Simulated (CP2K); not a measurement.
# HfO2 (P4_2/nmc) in CP2K: a series of runs, part 2 of 2

CP2K 2026.2. Earlier steps stand in the parts before.

## 4. Band structure, BLYP

hfo2_bands.inp

```
&GLOBAL
  PROJECT hfo2_bands
  RUN_TYPE ENERGY_FORCE
  PRINT_LEVEL LOW
&END GLOBAL
&FORCE_EVAL
  METHOD QS
  STRESS_TENSOR ANALYTICAL
  &DFT
    BASIS_SET_FILE_NAME BASIS_MOLOPT_UZH
    POTENTIAL_FILE_NAME POTENTIAL_UZH
    &MGRID
      CUTOFF 850
      REL_CUTOFF 60
      NGRIDS 5
    &END MGRID
    &QS
      METHOD GPW
      EPS_DEFAULT 1.0E-9
    &END QS
    &KPOINTS
      SCHEME MONKHORST-PACK 8 8 5
      GAMMA_CENTERED T
      SYMMETRY T
      SYMMETRY_BACKEND SPGLIB
    &END KPOINTS
    &SCF
      SCF_GUESS ATOMIC
      EPS_SCF 1.0E-6
      MAX_SCF 100
      ADDED_MOS 24
      CHOLESKY OFF
      EPS_EIGVAL 1.0E-7
      &DIAGONALIZATION ON
        ALGORITHM STANDARD
      &END DIAGONALIZATION
      &MIXING ON
        METHOD BROYDEN_MIXING
        ALPHA 0.4
        BETA 1.5
        NBUFFER 8
      &END MIXING
      &SMEAR ON
        METHOD FERMI_DIRAC
        ELECTRONIC_TEMPERATURE [K] 580.226
      &END SMEAR
    &END SCF
    &XC
      &XC_FUNCTIONAL
        &GGA_X_B88
        &END GGA_X_B88
        &GGA_C_LYP
        &END GGA_C_LYP
      &END XC_FUNCTIONAL
    &END XC
    &PRINT
      &KPOINTS ON
      &END KPOINTS
      &MULLIKEN ON
      &END MULLIKEN
      &MO ON
        ENERGIES T
        OCCUPATION_NUMBERS T
        &EACH
          QS_SCF 0
        &END EACH
        ADD_LAST NUMERIC
      &END MO
      &BAND_STRUCTURE
        FILE_NAME bands.bs
        ADDED_MOS 6
        &KPOINT_SET
          UNITS B_VECTOR
          NPOINTS 6
          SPECIAL_POINT GAMMA 0.00000000 0.00000000 0.00000000
          SPECIAL_POINT X 0.00000000 0.50000000 0.00000000
          SPECIAL_POINT M 0.50000000 0.50000000 0.00000000
          SPECIAL_POINT GAMMA 0.00000000 0.00000000 0.00000000
          SPECIAL_POINT Z 0.00000000 0.00000000 0.50000000
          SPECIAL_POINT R 0.00000000 0.50000000 0.50000000
          SPECIAL_POINT A 0.50000000 0.50000000 0.50000000
          SPECIAL_POINT Z 0.00000000 0.00000000 0.50000000
        &END KPOINT_SET
        &KPOINT_SET
          UNITS B_VECTOR
          NPOINTS 6
          SPECIAL_POINT X 0.00000000 0.50000000 0.00000000
          SPECIAL_POINT R 0.00000000 0.50000000 0.50000000
        &END KPOINT_SET
        &KPOINT_SET
          UNITS B_VECTOR
          NPOINTS 6
          SPECIAL_POINT M 0.50000000 0.50000000 0.00000000
          SPECIAL_POINT A 0.50000000 0.50000000 0.50000000
        &END KPOINT_SET
      &END BAND_STRUCTURE
    &END PRINT
  &END DFT
  &SUBSYS
    &CELL
      A 3.5580193300 0.0000000000 0.0000000000
      B 0.0000000000 3.5580193300 0.0000000000
      C 0.0000000000 0.0000000000 5.1718612100
      PERIODIC XYZ
    &END CELL
    &COORD
      Hf  0.0000000000 0.0000000000 0.0000000000
      Hf  1.7790096650 1.7790096650 2.5859306050
      O   0.0000000000 1.7790096650 1.0199317849
      O   1.7790096650 0.0000000000 1.5659988201
      O   1.7790096650 0.0000000000 4.1519294251
      O   0.0000000000 1.7790096650 3.6058623899
    &END COORD
    &KIND Hf
      BASIS_SET DZVP-MOLOPT-PBE-GTH-q12
      POTENTIAL GTH-PBE-q12
    &END KIND
    &KIND O
      BASIS_SET DZVP-MOLOPT-PBE-GTH-q6
      POTENTIAL GTH-PBE-q6
    &END KIND
    &PRINT
      &ATOMIC_COORDINATES ON
      &END ATOMIC_COORDINATES
      &CELL ON
      &END CELL
      &SYMMETRY ON
      &END SYMMETRY
    &END PRINT
  &END SUBSYS
  &PRINT
    &FORCES ON
    &END FORCES
    &STRESS_TENSOR ON
    &END STRESS_TENSOR
  &END PRINT
&END FORCE_EVAL
```

Potentials or basis: POTENTIAL_UZH Hf GTH-PBE-q12, O GTH-PBE-q6; DZVP-MOLOPT-PBE-GTH basis.

Launch:

```console
> OMP_NUM_THREADS=1 mpirun -n 4 cp2k.psmp -i hfo2_bands.inp -o hfo2_bands.out
```

hfo2_bands.out:

```text

 CP2K| version string:                                       CP2K version 2026.2
 CP2K| Input file name                                            hfo2_bands.inp

 GLOBAL| Force Environment number                                              1
 GLOBAL| Basis set file name                                    BASIS_MOLOPT_UZH
 GLOBAL| Potential file name                                       POTENTIAL_UZH
 GLOBAL| MM Potential file name                                     MM_POTENTIAL
 GLOBAL| Coordinate file name                                      __STD_INPUT__
 GLOBAL| Method name                                                        CP2K
 GLOBAL| Project name                                                 hfo2_bands
 GLOBAL| Run type                                                   ENERGY_FORCE
 GLOBAL| FFT library                                                       FFTW3
 GLOBAL| Diagonalization library                                       ScaLAPACK
 GLOBAL| Cholesky decomposition library                                ScaLAPACK
 GLOBAL| DGEMM library                                                      BLAS
 GLOBAL| Direct generalized diagonalization requested                          F
 GLOBAL| Matrix multiplication library                                 ScaLAPACK
 GLOBAL| Global print level                                                  LOW
 GLOBAL| Total number of message passing processes                             4
 GLOBAL| Number of threads for this process                                    1
 GLOBAL| CPU model name                                                  UNKNOWN

 CELL| Volume [angstrom^3]:                                            65.473185
 CELL| Vector a [angstrom]:       3.558     0.000     0.000   |a| =     3.558019
 CELL| Vector b [angstrom]:       0.000     3.558     0.000   |b| =     3.558019
 CELL| Vector c [angstrom]:       0.000     0.000     5.172   |c| =     5.171861
 CELL| Angle (b,c), alpha [degree]:                                    90.000000
 CELL| Angle (a,c), beta  [degree]:                                    90.000000
 CELL| Angle (a,b), gamma [degree]:                                    90.000000
 CELL| Numerically orthorhombic:                                             YES
 CELL| Periodicity                                                           XYZ

 CELL_REF| Volume [angstrom^3]:                                        65.473185
 CELL_REF| Vector a [angstrom     3.558     0.000     0.000   |a| =     3.558019
 CELL_REF| Vector b [angstrom     0.000     3.558     0.000   |b| =     3.558019
 CELL_REF| Vector c [angstrom     0.000     0.000     5.172   |c| =     5.171861
[... 950 lines left out ...]
                     Mulliken Population Analysis

 #  Atom  Element  Kind  Atomic population                           Net charge
       1     Hf       1         10.258183                              1.741817
       2     Hf       1         10.258185                              1.741815
       3     O        2          6.870908                             -0.870908
       4     O        2          6.870908                             -0.870908
       5     O        2          6.870908                             -0.870908
       6     O        2          6.870908                             -0.870908
 # Total charge                             48.000000                  0.000000

 !-----------------------------------------------------------------------------!

 KPOINTS| Band Structure Calculation
 KPOINTS| Number of k-point sets                                               3
 KPOINTS| Number of added MOs/bands                                            6
 KPOINTS| Number of k-points in set    1                                      43
 KPOINTS| In units of b-vector [2pi/Bohr]
 KPOINTS| Special point     1       GAMMA     0.000000     0.000000     0.000000
 KPOINTS| Special point     2           X     0.000000     0.500000     0.000000
 KPOINTS| Special point     3           M     0.500000     0.500000     0.000000
 KPOINTS| Special point     4       GAMMA     0.000000     0.000000     0.000000
 KPOINTS| Special point     5           Z     0.000000     0.000000     0.500000
 KPOINTS| Special point     6           R     0.000000     0.500000     0.500000
 KPOINTS| Special point     7           A     0.500000     0.500000     0.500000
 KPOINTS| Special point     8           Z     0.000000     0.000000     0.500000
 KPOINTS| Number of k-points in set    2                                       7
 KPOINTS| In units of b-vector [2pi/Bohr]
 KPOINTS| Special point     1           X     0.000000     0.500000     0.000000
 KPOINTS| Special point     2           R     0.000000     0.500000     0.500000
 KPOINTS| Number of k-points in set    3                                       7
 KPOINTS| In units of b-vector [2pi/Bohr]
 KPOINTS| Special point     1           M     0.500000     0.500000     0.000000
 KPOINTS| Special point     2           A     0.500000     0.500000     0.500000

 ENERGY| Total FORCE_EVAL ( QS ) energy [hartree]           -163.046891624379782

 FORCES| Atomic forces [hartree/bohr]
 FORCES|   Atom     x               y               z               |f|
 FORCES|      1  2.15449002E-09  1.28531711E-09  9.66398461E-11   2.51061876E-09
 FORCES|      2  1.28586581E-09  2.15615492E-09  2.03068553E-09   3.22895318E-09
 FORCES|      3  3.58013926E-09  4.18253367E-09  3.28748008E-02   3.28748008E-02
 FORCES|      4  3.65141023E-09  4.17338006E-09 -3.28748380E-02   3.28748380E-02
 FORCES|      5  4.16032000E-09  3.65491049E-09 -3.28748091E-02   3.28748091E-02
 FORCES|      6  4.19197202E-09  3.58190587E-09  3.28748460E-02   3.28748460E-02
 FORCES| Sum     1.90241973E-08  1.90342021E-08  1.88549240E-09
 FORCES| Total atomic force                                       2.69773241E-08

 STRESS| Analytical stress tensor [bar]
 STRESS|                        x                   y                   z
 STRESS|      x        1.06182004594E+05   3.93590893333E-03   1.40740830247E-03
 STRESS|      y        3.93590893333E-03   1.06181922808E+05   1.41590259645E-03
 STRESS|      z        1.40740830247E-03   1.41590259645E-03   1.02123340174E+05
 STRESS| 1/3 Trace                                             1.04829089192E+05
 STRESS| Determinant                                           1.15140077266E+15

 STRESS| Eigenvectors and eigenvalues of the analytical stress tensor [bar]
 STRESS|                        1                   2                   3
 STRESS| Eigenvalues   1.02123340174E+05   1.06181922619E+05   1.06182004783E+05
 STRESS|      x          -0.000000346766     -0.047958509633      0.998849328655
 STRESS|      y          -0.000000348866      0.998849328655      0.047958509632
 STRESS|      z           1.000000000000      0.000000331834      0.000000363098
```

bands.bs:

```text
# Set 1: 8 special points, 43 k-points, 54 bands
#  Special point 1          0.00000000     0.00000000     0.00000000  GAMMA
#  Special point 2          0.00000000     0.50000000     0.00000000  X
#  Special point 3          0.50000000     0.50000000     0.00000000  M
#  Special point 4          0.00000000     0.00000000     0.00000000  GAMMA
#  Special point 5          0.00000000     0.00000000     0.50000000  Z
#  Special point 6          0.00000000     0.50000000     0.50000000  R
#  Special point 7          0.50000000     0.50000000     0.50000000  A
#  Special point 8          0.00000000     0.00000000     0.50000000  Z
#  Point 1      Spin 1:     0.00000000     0.00000000     0.00000000       0.02325581
#   Band    Energy [eV]     Occupation
       1   -51.22011004     2.00000000
       2   -51.20300561     2.00000000
       3   -21.03303895     2.00000000
       4   -20.67910764     2.00000000
       5   -20.67910763     2.00000000
       6   -20.62438821     2.00000000
[... 46 lines left out ...]
      53    40.36827170     0.00000000
      54    40.36827647     0.00000000
#  Point 2      Spin 1:     0.00000000     0.08333333     0.00000000       0.02325581
[... 1397 lines left out ...]
      53    40.79308257     0.00000000
      54    40.87794055     0.00000000
#  Point 27     Spin 1:     0.00000000     0.16666667     0.50000000       0.02325581
#   Band    Energy [eV]     Occupation
       1   -51.21005937     2.00000000
       2   -51.21001417     2.00000000
       3   -20.88151068     2.00000000
       4   -20.84690542     2.00000000
       5   -20.67864192     2.00000000
       6   -20.63790569     2.00000000
[... 23 lines left out ...]
      30    17.05518243     0.00000000
      31    17.97544616     0.00000000
      32    18.45675979
```

Wall time 33 s (4 MPI ranks of Arm Neoverse V1, shared host).

Results:

| Property | Result |
| --- | --- |
| Free energy | -4436.7316 eV |
| Pressure | 10.5 GPa |
| Largest force | 1.690 eV/Å |
| Band gap on the k mesh | 4.87 eV, indirect (least direct gap 4.95 eV) |
| Band gap along the path | 4.87 eV, indirect (least direct gap 4.95 eV) |
| Mulliken charges | Hf +1.74; O -0.87 e |

Forces in eV/Å, atoms in the order of the input:
```
Hf   0.000  0.000  0.000
Hf   0.000  0.000  0.000
O    0.000  0.000  1.690
O    0.000  0.000 -1.690
O    0.000  0.000 -1.690
O    0.000  0.000  1.690
```

Stress tensor (GPa, compression positive):
```
10.62  0.00  0.00
 0.00 10.62  0.00
 0.00  0.00 10.21
```

Levels at the corners of the path, in eV from the valence-band top:
| point | band 22 | band 23 | band 24 | band 25 | band 26 | band 27 |
| --- | --- | --- | --- | --- | --- | --- |
| Γ | -0.14 | -0.08 | -0.08 | 4.87 | 4.96 | 6.13 |
| X | -1.45 | -0.13 | -0.13 | 5.29 | 5.29 | 6.25 |
| M | -0.78 | -0.57 | -0.57 | 5.96 | 5.96 | 6.24 |
| Γ | -0.14 | -0.08 | -0.08 | 4.87 | 4.96 | 6.13 |
| Z | -0.65 | 0.00 | 0.00 | 5.50 | 5.50 | 5.85 |
| R | -1.40 | -0.95 | -0.95 | 5.40 | 5.40 | 5.74 |
| A | -1.42 | -0.09 | -0.09 | 6.10 | 6.10 | 6.47 |
| Z | -0.65 | 0.00 | 0.00 | 5.50 | 5.50 | 5.85 |
| X | -1.45 | -0.13 | -0.13 | 5.29 | 5.29 | 6.25 |
| R | -1.40 | -0.95 | -0.95 | 5.40 | 5.40 | 5.74 |
| M | -0.78 | -0.57 | -0.57 | 5.96 | 5.96 | 6.24 |
| A | -1.42 | -0.09 | -0.09 | 6.10 | 6.10 | 6.47 |

Caveat: Mulliken charges move with the basis; the potentials were made for another functional, which shifts forces and pressure; spin-orbit coupling is left out, which moves the levels of the heavy elements; the basis of atomic orbitals isn't converged, which shifts pressures, moduli and gaps.

## 5. The runs side by side

```csv
level,gap on the mesh (eV),pressure (GPa),largest force (eV/Å)
PBE,4.86,3.9,0.01
LDA,4.69,-6.3,0.01
BLYP,4.87,10.5,1.69
```

Alike in all rows: task band structure; potentials or basis POTENTIAL_UZH Hf GTH-PBE-q12, O GTH-PBE-q6; DZVP-MOLOPT-PBE-GTH basis; no spin polarisation; cell as given; k mesh 8 × 8 × 5; smearing fermi-dirac 0.05 eV.

Caveats: spin-orbit coupling is left out, which moves the levels of the heavy elements; the basis of atomic orbitals isn't converged, which shifts pressures, moduli and gaps; the potentials were made for another functional, which shifts forces and pressure (some runs).

Absolute energies hang on the potentials; compare differences alone.
